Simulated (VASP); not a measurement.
# Fe (Im-3m) in VASP: single point with PBE

Aim: the single point of Fe with PBE.

Everything below comes from runs of VASP 6.6.1. Logs are shortened: lines on timing, memory, paths and dates and some standing lists are left out, and cuts for length are marked.

### Step 1. Starting point

The structure is cubic, space group Im-3m (No. 229). Conventional cell: a = 2.829 Å, b = 2.829 Å, c = 2.829 Å, α = 90.00°, β = 90.00°, γ = 90.00°. Around Fe (site symmetry m-3m) lie 8 Fe at 2.45 Å.

### Step 2. Single point, PBE, collinear spin, ferromagnetic start

File INCAR:

```
PREC     = Accurate       # precision mode
ENCUT    = 520            # plane-wave cutoff, eV
EDIFF    = 1E-6           # SCF threshold, eV
ISMEAR   = 1              # smearing method
SIGMA    = 0.1            # smearing width, eV
LREAL    = F              # projectors in reciprocal space
LASPH    = T              # aspherical terms in the spheres
NELM     = 150            # most SCF steps
ALGO     = Normal         # electronic algorithm
ISIF     = 2              # what is computed and relaxed
LWAVE    = F              # write WAVECAR
LCHARG   = F              # write CHGCAR
ISPIN    = 2              # spin polarisation
MAGMOM   = 2.4            # initial moments
LORBIT   = 11             # projections on sites
LMAXMIX  = 4              # l up to which the mixer works
GGA      = PE             # functional
NBANDS   = 14             # bands
AMIX     = 0.2          
BMIX     = 1E-4         
AMIX_MAG = 0.8          
BMIX_MAG = 1E-4         
ICORELEVEL= 1
```

File KPOINTS:

```
regular mesh
0
Gamma
  16 16 27
```

File POSCAR:

```
Fe
1.0
    2.4502145000      0.0000000000      0.0000000000
   -0.8167381700      2.3100843800      0.0000000000
    0.8167381700      1.1550421900      2.0005917600
Fe
1
Direct
    0.0000000000      0.0000000000      0.0000000000
```

Potentials or basis: VASP PAW PBE potentials, release 64 (Fe).

Command:

```bash
$ cat potpaw_PBE.64/Fe/POTCAR > POTCAR
$ mpirun -np 1 vasp_std > vasp.out
```

OUTCAR:

```text
PREC = Accurate
   ENCUT = 520
   EDIFF = 1E-6
   ISMEAR = 1
   LREAL = F
   LASPH = T
   NELM = 150
   ISIF = 2
   ISPIN = 2
   LORBIT = 11
   GGA = PE
   AMIX = 0.2
   AMIX_MAG = 0.8

 ion  position               nearest neighbor table
   1  0.000  0.000  0.000-

  LATTYP: Found a body centered cubic cell.
 ALAT       =     2.8292639968

  Lattice vectors:

 A1 = (   0.8167381600,   1.1550421900,  -2.0005917600)
 A2 = (  -2.4502145000,   0.0000000000,   0.0000000000)
 A3 = (   0.8167381700,   1.1550421900,   2.0005917600)

Analysis of symmetry for initial positions (statically):
=====================================================================
 Subroutine PRICEL returns:
 Original cell was already a primitive cell.

 Routine SETGRP: Setting up the symmetry group for a
 body centered cubic supercell.

 Subroutine GETGRP returns: Found 48 space group operations
 (whereof 48 operations were pure point group operations)
 out of a pool of 48 trial point group operations.

The static configuration has the point symmetry O_h .

Analysis of symmetry for dynamics (positions and initial velocities):
=====================================================================
 Subroutine PRICEL returns:
 Original cell was already a primitive cell.

 Routine SETGRP: Setting up the symmetry group for a
 body centered cubic supercell.

 Subroutine GETGRP returns: Found 48 space group operations
 (whereof 48 operations were pure point group operations)
 out of a pool of 48 trial point group operations.

The dynamic configuration has the point symmetry O_h .

Analysis of structural, dynamic, and magnetic symmetry:
=====================================================================
 Subroutine PRICEL returns:
 Original cell was already a primitive cell.

 Routine SETGRP: Setting up the symmetry group for a
 body centered cubic supercell.

 Subroutine GETGRP returns: Found 48 space group operations
 (whereof 48 operations were pure point group operations)
 out of a pool of 48 trial point group operations.

The overall configuration has the point symmetry O_h .

 Subroutine INISYM returns: Found 48 space group operations
 (whereof 48 operations are pure point group operations),
 and found     1 'primitive' translations

----------------------------------------------------------------------------------------

                                     Primitive cell

  volume of cell :      11.3238

  direct lattice vectors                    reciprocal lattice vectors
     2.450214500  0.000000000  0.000000000     0.408127533  0.144294874 -0.249926053
    -0.816738170  2.310084380  0.000000000     0.000000000  0.432884620 -0.249926052
     0.816738170  1.155042190  2.000591760     0.000000000  0.000000000  0.499852104

  length of vectors
     2.450214500  2.450214497  2.450214499     0.499852104  0.499852104  0.499852104

  position of ions in fractional coordinates (direct lattice)
     0.000000000  0.000000000  0.000000000

  ion indices of the primitive-cell ions
   primitive index   ion index
                 1           1

----------------------------------------------------------------------------------------

 KPOINTS: regular mesh

Automatic generation of k-mesh.
 Grid dimensions read from file:
 generate k-points for:   16   16   27

 Generating k-lattice:

  Cartesian coordinates                     Fractional coordinates (reciprocal lattice)
     0.025507971  0.009018430 -0.015620378     0.062500000  0.000000000  0.000000000
     0.000000000  0.027055289 -0.015620378     0.000000000  0.062500000 -0.000000000
     0.000000000  0.000000000  0.018513041     0.000000000  0.000000000  0.037037037

  Length of vectors
     0.031240757  0.031240757  0.018513041

  Shift w.r.t. Gamma in fractional coordinates (k-lattice)
     0.000000000  0.000000000  0.000000000

 -----------------------------------------------------------------------------
|                                                                             |
|           W    W    AA    RRRRR   N    N  II  N    N   GGGG   !!!           |
|           W    W   A  A   R    R  NN   N  II  NN   N  G    G  !!!           |
|           W    W  A    A  R    R  N N  N  II  N N  N  G       !!!           |
|           W WW W  AAAAAA  RRRRR   N  N N  II  N  N N  G  GGG   !            |
|           WW  WW  A    A  R   R   N   NN  II  N   NN  G    G                |
|           W    W  A    A  R    R  N    N  II  N    N   GGGG   !!!           |
|                                                                             |
|     Your reciprocal lattice and k-lattice belong to different lattice       |
|     classes:                                                                |
|                                                                             |
|        The reciprocal lattice is face-centered cubic,                       |
|        whereas your k-lattice is base-centered monoclinic.                  |
|                                                                             |
|     Results are often still useful ...                                      |
|                                                                             |
 -----------------------------------------------------------------------------

 WARNING: IBZKPT: internal override: KBLOWUP is changed to .FALSE.
      ... skipping the blow-up phase ...

 Subroutine IBZKPT returns following result:
 ===========================================

 Found   1798 irreducible k-points:

 Following reciprocal coordinates:
            Coordinates               Weight
  0.000000  0.000000  0.000000      1.000000
  0.062500 -0.000000 -0.000000      6.000000
  0.125000 -0.000000 -0.000000      6.000000
  0.187500  0.000000 -0.000000      6.000000
  0.250000 -0.000000 -0.000000      6.000000
  0.312500 -0.000000 -0.000000      6.000000
[... 16 lines left out ...]
  0.187500  0.187500 -0.000000      6.000000
  0.250000  0.187500 -0.000000     12.000000
 [... further k-points ...]
   k-points           NKPTS =   1798   k-points in BZ     NKDIM =   1798   number of bands    NBANDS=     14
   number of dos      NEDOS =    301   number of ions     NIONS =      1
   total plane-waves  NPLWV =   5832
   dimension x,y,z NGX =    18 NGY =   18 NGZ =   18
   dimension x,y,z NGXF=    36 NGYF=   36 NGZF=   36
   ions per type =               1
   NGX,Y,Z   is equivalent  to a cutoff of  12.21, 12.21, 12.21 a.u.
   NGXF,Y,Z  is equivalent  to a cutoff of  24.43, 24.43, 24.43 a.u.
 SYSTEM =  unknown system
   PREC   = accura    normal or accurate (medium, high low for compatibility)
   ISTART =      0    job   : 0-new  1-cont  2-samecut
   ICHARG =      2    charge: 1-file 2-atom 10-const
   ISPIN  =      2    spin polarized calculation?
   LNONCOLLINEAR =      F non collinear calculations
   LSORBIT =      F    spin-orbit coupling
   LASPH  =      T    aspherical Exc in radial PAW
   ENCUT  =  520.0 eV  38.22 Ry    6.18 a.u.   4.56  4.56  4.56*2*pi/ulx,y,z
   NELM   =    150;   NELMIN=  2; NELMDL= -5     # of ELM steps
   EDIFF  = 0.1E-05   stopping-criterion for ELM
   LREAL  =      F    real-space projection
   EDIFFG = 0.1E-04   stopping-criterion for IOM
   NSW    =      0    number of steps for IOM
   IBRION =     -1    ionic relax: 0-MD 1-quasi-New 2-CG
   NFREE  =      0    steps in history (QN), initial steepest desc. (CG)
   ISIF   =      2    stress and relaxation
   ISYM   =      2    0-nonsym 1-usesym 2-fastsym
   POTIM  = 0.5000    time-step for ionic-motion
   TEBEG  =    0.0;   TEEND  =   0.0 temperature during run
   PSTRESS=    0.0 pullay stress
   NELECT =       8.0000    total number of electrons
   NUPDOWN=      -1.0000    fix difference up-down
   EMIN   =  10.00;   EMAX   =-10.00  energy-range for DOS
   EFERMI =   0.00;   METHOD = LEGACY
   ISMEAR =     1;   SIGMA  =   0.10  broadening in eV -4-tet -1-fermi 0-gaus
   EFERMI_NEDOS =   21; number of points for ismear=-14 and -15
   IALGO  =     38    algorithm
   IMIX   =      4    mixing-type and parameters
     AMIX     =   0.20;   BMIX     =  0.00
     AMIX_MAG =   0.80;   BMIX_MAG =  0.00
  volume/ion in A,a.u.               =      11.32        76.42
  Fermi-wavevector in a.u.,A,eV,Ry     =   1.458058  2.755329 28.925061  2.125932
  Thomas-Fermi vector in A             =   2.574787
   LORBIT       =     11    0 simple, 1 ext, 2 COOP (PROOUT), +10 PAW based schemes
   GGA     = PE    functional components
   LHFCALC =     F    Hartree Fock is set to
   AEXX    =    0.0000 exact exchange contribution
   IVDW    =     0    specifies the selected vdW correction
   LEPSILON=     F    determine dielectric tensor
   LRPA    =     F    only Hartree local field effects (RPA)
 spin polarized calculation
 Methfessel and Paxton  Order N= 1 SIGMA  =   0.10
  energy-cutoff  :      520.00
  volume of cell :       11.32
 maximum number of plane-waves:       321
   NGX =  9   NGY =  9   NGZ =  9

 number of electron       8.0000009 magnetization       2.1964508

 Free energy of the ion-electron system (eV)
  ---------------------------------------------------
  ext. energy  EPLUGINS =         0.00000000
  ---------------------------------------------------
  free energy    TOTEN  =        -8.24102116 eV

  energy without entropy =       -8.24097288  energy(sigma->0) =       -8.24100507

 the core state eigenenergies are
   1-  1s  -6985.9892  2s   -807.1291  2p   -685.8729  3s    -80.8883  3p    -46.9566

 E-fermi :   5.8605     XC(G=0): -13.1348

 val. band max:        5.8602105288   @ k =  -0.4375   0.1250   0.4444
 cond. band min:       5.8630519864   @ k =  -0.2500  -0.4375   0.4444
 fundamental gap:      0.0028414576
 Fermi energy:         5.8604782639

 spin component 1

 k-point     1 :       0.0000    0.0000    0.0000
  band No.  band energies     occupation
      1      -2.5966      1.00000
      2       3.5475      1.00000
      3       3.5475      1.00000
      4       3.5475      1.00000
      5       4.7659      1.00000
      6       4.7659      1.00000
      7      30.9086      0.00000
      8      30.9086      0.00000
      9      30.9086      0.00000
     10      36.0143      0.00000
     11      36.0143      0.00000
     12      38.3357      0.00000
     13      38.3358      0.00000
     14      38.3358      0.00000
[... 256 lines left out ...]
 k-point    17 :       0.1250    0.1250   -0.0000
  band No.  band energies     occupation
      1      -0.7965      1.00000
      2       3.1929      1.00000
      3       3.2306      1.00000
      4       4.4860      1.00000
      5       4.6016      1.00000
      6       4.8816      1.00000
      7      24.4390      0.00000
      8      25.6341      0.00000
      9      30.0038      0.00000
     10      31.3640      0.00000
     11      34.8625      0.00000
     12      36.8773      0.00000
     13      40.1891      0.00000

 Fermi energy:         5.8604782639

 spin component 2

 k-point     1 :       0.0000    0.0000    0.0000
  band No.  band energies     occupation
      1      -2.4246      1.00000
      2       5.4619      1.00000
      3       5.4619      1.00000
      4       5.4620      1.00000
      5       7.5226     -0.00000
      6       7.5226     -0.00000
      7      30.6623      0.00000
      8      30.6623      0.00000
      9      30.6623      0.00000
     10      36.2161      0.00000
     11      36.2161      0.00000
     12      38.9975      0.00000
     13      38.9975      0.00000
     14      38.9975      0.00000
[... 375 lines left out ...]
 k-point    24 :       0.2500    0.1875   -0.0000
  band No.  band energies     occupation
      1       2.1663      1.00000
      2       4.3574      1.00000
      3       4.6654      1.00000
      4       7.1227     -0.00000
      5       7.7702     -0.00000
      6       8.7728      0.00000
      7      18.8953      0.00000
      8      20.8185      0.00000
      9      26.7402      0.00000
     10      32.0191      0.00000
     11      36.0741      0.00000
     12      40.2508      0.00000
     13      44.0316      0.00000
     14      46.6744      0.00000

 [... further k-points ...]
[... 5 lines left out ...]
  --------------------------------------------------------------------------------------
  -------------------------------------------------------------------------------------
  Total        0.0440499      0.0440499      0.0440499     -0.0000000     -0.0000000      0.0000000
  in kB        6.2325453      6.2325452      6.2325453     -0.0000000     -0.0000000      0.0000000
  external PRESSURE =       6.2325453 kB  Pullay stress =       0.0000000 kB

 VOLUME and BASIS-vectors are now :
 -----------------------------------------------------------------------------
  energy-cutoff  :      520.00
  volume of cell :       11.32
      direct lattice vectors                 reciprocal lattice vectors
     2.450214500  0.000000000  0.000000000     0.408127533  0.144294874 -0.249926053
    -0.816738170  2.310084380  0.000000000     0.000000000  0.432884620 -0.249926052
     0.816738170  1.155042190  2.000591760     0.000000000  0.000000000  0.499852104

 POSITION                                       TOTAL-FORCE (eV/Angst)
 -----------------------------------------------------------------------------------
      0.00000      0.00000      0.00000        -0.000000     -0.000000      0.000000
 -----------------------------------------------------------------------------------
    total drift:                               -0.000000      0.000000      0.000000

  FREE ENERGIE OF THE ION-ELECTRON SYSTEM (eV)
  ---------------------------------------------------
  free  energy   TOTEN  =        -8.2410211634 eV

  energy  without entropy=       -8.2409728762  energy(sigma->0) =       -8.24100507

 total charge

# of ion       s       p       d       tot
------------------------------------------
    1        0.489   0.544   6.243   7.275

 magnetization (x)

# of ion       s       p       d       tot
------------------------------------------
    1       -0.013  -0.054   2.260   2.193
```

It took 3.3 min on 1 thread of Intel Xeon 6975P-C (Granite Rapids), shared host; peak memory 0.5 GiB.

Results:

| Item | Value |
| --- | --- |
| Free energy | -8.2410 eV |
| Pressure | 0.6 GPa |
| Band gap on the k mesh | none (metal or under the smearing width) |
| Net moment | 2.20 μB per cell |
| Site moments | Fe +2.19 μB |
| Valence electrons inside the program's atomic spheres | Fe 7.28 |

Core levels (eV, on the scale of the bands):
```csv
atom,levels
1 Fe,"1s -6986.0, 2s -807.1, 2p -685.9, 3s -80.9, 3p -47.0"
```
